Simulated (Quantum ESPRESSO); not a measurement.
A calculation with Quantum ESPRESSO 7.5 of Si (native input, structure typed inline):

The input pw.in:

```
&CONTROL
  calculation = 'scf'
  prefix = 'pwscf'
  outdir = './tmp'
  pseudo_dir = './pseudo'
  tprnfor = .true.
  tstress = .true.
  disk_io = 'low'
/
&SYSTEM
  ibrav = 0
  celldm(1) = 8
  nat = 2
  ntyp = 1
  ecutwfc = 55
  ecutrho = 440
  nbnd = 9
  occupations = 'smearing'
  smearing = 'fd'
  degauss = 0.00367493
/
&ELECTRONS
  conv_thr = 4d-10
  electron_maxstep = 120
  mixing_beta = 0.5
/
ATOMIC_SPECIES
Si    28.0850 Si.pbe-n-rrkjus_psl.1.0.0.UPF
CELL_PARAMETERS alat
 -0.5601555243785   0.5601555243785   0.3139934417319
  0.5601555243785  -0.5601555243785   0.3139934417319
  0.5601555243785   0.5601555243785  -0.3139934417319
ATOMIC_POSITIONS crystal
Si     0.5000000000    0.5000000000    0.0000000000
Si     0.2500000000    0.7500000000    0.5000000000
K_POINTS automatic
11 11 11 0 0 0
```

Contents of pp_density.in:

```
&INPUTPP
  prefix = 'pwscf'
  outdir = './tmp'
  filplot = 'density.dat'
  plot_num = 0
/
&PLOT
  nfile = 1
  filepp(1) = 'density.dat'
  iflag = 3
  output_format = 6
  fileout = 'density.cube'
/
```

The input pp_potential.in:

```
&INPUTPP
  prefix = 'pwscf'
  outdir = './tmp'
  filplot = 'potential.dat'
  plot_num = 11
/
&PLOT
  nfile = 1
  filepp(1) = 'potential.dat'
  iflag = 3
  output_format = 6
  fileout = 'potential.cube'
/
```

Potentials or basis: SSSP 1.3 efficiency PBE.

Command:

```sh
$ OMP_NUM_THREADS=1 pw.x -in pw.in > pw.out
$ OMP_NUM_THREADS=1 pp.x -in pp_density.in > pp_density.out
$ OMP_NUM_THREADS=1 pp.x -in pp_potential.in > pp_potential.out
```

This isn't the form of Si at room conditions, which is diamond.

Q: Write the same calculation in another form: ASE script, structure from a POSCAR.

A: As run:

File run.py:

```python
import numpy as np
from ase.calculators.espresso import Espresso, EspressoProfile
from ase.io import read

atoms = read('POSCAR')

input_data = {
    'control': {'calculation': 'scf', 'prefix': 'pwscf', 'outdir': './tmp', 'tprnfor': True, 'tstress': True, 'disk_io': 'nowf'},
    'system': {'ecutwfc': 55.0, 'ecutrho': 440.0, 'nbnd': 9, 'occupations': 'smearing', 'smearing': 'fd', 'degauss': 0.00367493},
    'electrons': {'conv_thr': 4e-10, 'electron_maxstep': 120, 'mixing_beta': 0.5},
}
pseudopotentials = {'Si': 'Si.pbe-n-rrkjus_psl.1.0.0.UPF'}
profile = EspressoProfile(command='pw.x', pseudo_dir='pseudo')
dft = Espresso(profile=profile, input_data=input_data, pseudopotentials=pseudopotentials, kpts=(11, 11, 11), koffset=(0, 0, 0))
atoms.calc = dft

print(f'energy {atoms.get_potential_energy():.8f} eV')
print('forces (eV/A)')
print(np.round(atoms.get_forces(), 6))
print('stress (eV/A^3, Voigt)')
print(np.round(atoms.get_stress(), 8))
print(f'Fermi level {dft.get_fermi_level():.4f} eV')
```

The input POSCAR:

```
Si
1.0
   -2.3713723045      2.3713723045      1.3292653899
    2.3713723045     -2.3713723045      1.3292653899
    2.3713723045      2.3713723045     -1.3292653899
Si
2
Direct
    0.5000000000      0.5000000000      0.0000000000
    0.2500000000      0.7500000000      0.5000000000
```

Potentials or basis: SSSP 1.3 efficiency PBE.

Command:

```sh
$ OMP_NUM_THREADS=1 python run.py
```

Both were run:

|  | native input, structure typed inline | ASE script, structure from a POSCAR |
| --- | --- | --- |
| Pressure | 3.2 GPa | 3.2 GPa |
| Band gap on the k mesh | none (metal or under the smearing width) | none (metal or under the smearing width) |

Keys that steer only the numerical path or the files written may differ.
